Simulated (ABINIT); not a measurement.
# A GW chain in ABINIT: KI (Fm-3m), part 3 of 3

How does a plane-wave GW calculation on KI (Fm-3m) run from the first input to the gap?

ABINIT 10.8.3; PBE and many-body steps on it, plane waves. Known limits of the many-body steps: not at the basis limit; no spin-orbit coupling.

So far. Step 4 (Empty states on the mesh, 4×4×4 mesh, 165 bands): On this mesh the gap is 3.962 eV. Step 5 (Screening, 4×4×4 mesh, 151 bands, screening to 136.1 eV): Local fields lower ε∞ by 19 %.

## 6. Self-energy, 4×4×4 mesh, 151 bands, screening to 136.1 eV

The self-energy is evaluated for the states that the input lists, and the levels follow from it, in one-shot runs by the linearised quasiparticle equation.

This step: G0W0 on PBE, plane waves, norm-conserving pseudopotentials.

run.abi

```
acell 3*1.0 Angstrom
rprim 
  0.000000000000 3.532775000000 3.532775000000
  3.532775000000 0.000000000000 3.532775000000
  3.532775000000 3.532775000000 -0.000000000000
ntypat 2
znucl 19 53
natom 2
typat 1 2
xred 
  0.000000000000 0.000000000000 0.000000000000
  0.500000000000 0.500000000000 0.500000000000
pp_dirpath "pseudos"
pseudos "K.upf, I.upf"
ecut 33
ngkpt 4 4 4
nshiftk 1
shiftk 0 0 0
kptopt 1
chksymbreak 0
istwfk *1
occopt 1
irdwfk 1
optdriver 4
nband 151
gwcalctyp 0
ecutsigx 33
symsigma 1
nkptgw 1
kptgw 
  0.0000000000 0.0000000000 0.0000000000
bdgw 
  6 12
ecuteps 5
irdscr 1
ppmodel 1
indata_prefix "in"
outdata_prefix "out"
tmpdata_prefix "tmp"
```

Run with:

```bash
$ OMP_NUM_THREADS=1 mpirun -n 4 abinit run.abi > log
```

Numbers of over 12 decimals in the logs are rounded to 6 here.

The log of the run:

```text
.Version 10.8.3 of ABINIT. v10.8.2 released Aug 2026.

 Symmetries : space group Fm -3 m (#225); Bravais cF (face-center cubic)
[... echo of the input left out ...]
== DATASET  1 ==================================================================
-   mpi_nproc: 4, omp_nthreads: 1 (-1 if OMP is not activated)

--- !DatasetInfo
iteration_state: {dtset: 1, }
dimensions: {natom: 2, nkpt: 8, mband: 151, nsppol: 1, nspinor: 1, nspden: 1, mpw: 5434, }
cutoff_energies: {ecut:  33.0, pawecutdg:  -1.0, }
electrons: {nelect:   1.60000000E+01, charge:   0.00000000E+00, occopt:   1.00000000E+00, tsmear:   1.00000000E-02, }

 SIGMA: Calculation of the GW corrections

 Based on a program developped by R.W. Godby, V. Olevano, G. Onida, and L. Reining.
 Incorporated in ABINIT by V. Olevano, G.-M. Rignanese, and M. Torrent.
.Using double precision arithmetic ; gwpc =  8

[... cell and pseudopotentials left out ...]
--------------------------------------------------------------------------------

 ==== K-mesh for the wavefunctions ====
 Number of points in the irreducible wedge :     8
[... list of points left out ...]
 Together with 48 symmetry operations and time-reversal symmetry
 yields    64 points in the full Brillouin Zone.

 ==== Q-mesh for screening function ====
 Number of points in the irreducible wedge :     8
[... list of points left out ...]
 Together with 48 symmetry operations and time-reversal symmetry
 yields    64 points in the full Brillouin Zone.

 vcoul_init : cutoff-mode = AUXILIARY_FUNCTION
 q-points for optical limit:   1
     1)      0.000010    0.000020    0.000030
 setmesh: FFT mesh size selected  =    50x   50x   50
          total number of points  =       125000

 Number of electrons calculated from density =   16.0000; Expected =   16.0000
 average of density, n =  0.026887
 r_s =    2.0707
 omega_plasma =   15.8172 [eV]

 === KS Band Gaps ===
  >>>> For spin  1
   Minimum direct gap =   3.9625 [eV], located at k-point      :   0.0000  0.0000  0.0000
   Fundamental gap    =   3.9625 [eV], Top of valence bands at :   0.0000  0.0000  0.0000
                                       Bottom of conduction at :   0.0000  0.0000  0.0000
 SIGMA fundamental parameters:
 PLASMON POLE MODEL  1
 number of plane-waves for SigmaX                 5329
 number of plane-waves for SigmaC and W            331
 number of plane-waves for wavefunctions          5329
 number of bands                                   151
 number of independent spin polarizations            1
 number of spinorial components                      1
 number of k-points in IBZ                           8
 number of q-points in IBZ                           8
 number of symmetry operations                      48
 number of k-points in BZ                           64
 number of q-points in BZ                           64
 number of frequencies for dSigma/dE                 9
 frequency step for dSigma/dE [eV]                0.25
 number of omega for Sigma on real axis              0
 max omega for Sigma on real axis  [eV]           0.00
 zcut for avoiding poles [eV]                     0.10

 EPSILON^-1 parameters (SCR file):
 dimension of the eps^-1 matrix on file            331
 dimension of the eps^-1 matrix used               331
 number of plane-waves for wavefunctions          5329
 number of bands                                   151
 number of q-points in IBZ                           8
 number of frequencies                               2
 number of real frequencies                          1
 number of imag frequencies                          1

 matrix elements of self-energy operator (all in [eV])

 Perturbative Calculation

--- !SelfEnergy_ee
iteration_state: {dtset: 1, }
kpoint     : [   0.000,    0.000,    0.000, ]
spin       : 1
KS_gap     :    3.962
QP_gap     :    6.008
Delta_QP_KS:    2.045
data: !SigmaeeData |
     Band     E0 <VxcDFT>   SigX SigC(E0)      Z dSigC/dE  Sig(E)    E-E0       E
        6   0.119 -11.176 -14.233   1.208   0.809  -0.236 -12.672  -1.496  -1.378
        7   0.119 -11.176 -14.233   1.208   0.809  -0.236 -12.672  -1.496  -1.378
        8   0.119 -11.176 -14.233   1.208   0.809  -0.236 -12.672  -1.496  -1.378
        9   4.081  -6.410  -2.934  -2.831   0.851  -0.175  -5.861   0.549   4.630
       10   6.624  -7.766  -3.475  -2.983   0.844  -0.185  -6.663   1.103   7.726
       11   6.624  -7.766  -3.475  -2.983   0.844  -0.185  -6.663   1.103   7.726
       12   6.624  -7.766  -3.475  -2.983   0.844  -0.185  -6.663   1.103   7.726

== END DATASET(S) ==============================================================
================================================================================

 -outvars: echo values of variables after computation  --------
           etotal      0.0000000000E+00
            nband         151
             nkpt           8
          spgroup         225
 [... the other variables as echoed above ...]

 Calculation completed.
```

Run time: 12 s. Hardware: 4 MPI ranks of Arm Neoverse V2, shared host; peak memory 1.6 GiB.

Numbers from this step:

```
G0W0 gap on the points computed              : 6.008 eV
starting gap on the mesh                     : 3.962 eV
k of the valence top                         : 0, 0, 0
k of the conduction bottom                   : 0, 0, 0
Z at the valence top                         : 0.809
Z at the conduction bottom                   : 0.851
least direct G0W0 gap on the computed points : 6.008 eV
```

The gap on the mesh goes from 3.96 eV to 6.01 eV, a correction of +2.05 eV.

Limits: finite bands, cutoff and mesh; no spin-orbit coupling. v1 is the top filled band, c1 the lowest empty one. Levels before and after the correction, in eV, zero at the valence-band top of each column:

|  | conduction bottom | valence top |
| --- | --- | --- |
| Kohn-Sham | 3.96 | 0.00 |
| G0W0 | 6.01 | 0.00 |

|  | level | energy (eV) |
| --- | --- | --- |
| Kohn-Sham | Γ v3-v1 | 0.000 |
| Kohn-Sham | Γ c1 | 3.962 |
| Kohn-Sham | Γ c2-c4 | 6.505 |
| G0W0 | Γ v3-v1 | 0.000 |
| G0W0 | Γ c1 | 6.008 |
| G0W0 | Γ c2-c4 | 9.104 |

## 7. Where the time went

Times are wall times on 4 MPI ranks of Arm Neoverse V2, shared host, good to a factor of about two.

| step | time | share | memory (GiB) |
| --- | --- | --- | --- |
| ground state | 11 s | 7 % | 0.36 |
| bands along the symmetry lines | 21 s | 14 % | 0.34 |
| empty states on the mesh | 56 s | 38 % | 0.43 |
| screening | 47 s | 32 % | 1.6 |
| self-energy | 12 s | 8 % | 1.6 |

## 8. Summary of results

* PBE gap: 3.96 eV, direct
* G0W0 gap on the mesh: 6.01 eV
* GW settings: 4×4×4 mesh, 151 bands, screening to 136.1 eV, Godby-Needs plasmon pole
* known limits: not at the basis limit; no spin-orbit coupling

In words: G0W0 moves the gap on the mesh from 3.96 eV to 6.01 eV (+2.05 eV), with Z of 0.81 and 0.85 at the edges. Local fields lower the RPA ε∞ on this mesh from 3.28 to 2.66. Only 1 of the mesh's irreducible points was corrected, so a valley elsewhere could overtake. Bands and cutoff are finite, so the gap is not at the basis limit. The miss can reach some tenths of an eV and take either sign; the mesh is an error of its own. In the G0W0 run levels were corrected at 1 k point alone, so a gap called «on the mesh» is the least over those, and an edge elsewhere would be missed. The many-body steps are scalar-relativistic: spin-orbit coupling is not in them.

[Paths, hosts, dates, memory and timing lines, banners, echoed tables and standing remarks are left out of the program output.]

[Logs are printed without paths, hosts, clocks, repeated set-up lines and the standing remarks that a program may print on its own settings, such as how far it seeks lower states.]

[Runs of the session that timed out or met a known fault of the program may be left out.]

[Hosts, paths, dates, database ids (printed as entryN), source tags and the programs' standing remarks are cut or masked in the printed files.]

[G0W0 gaps are taken among the corrected bands and points alone; a level outside them can change the order at an edge.]

[Where Ansatz stands beside ABINIT at settings called matched, ABINIT's density can come from a denser mesh and the files from another edition; pairs whose starting gaps differed by over 0.03 eV were left out, so agreement reads better than it is.]
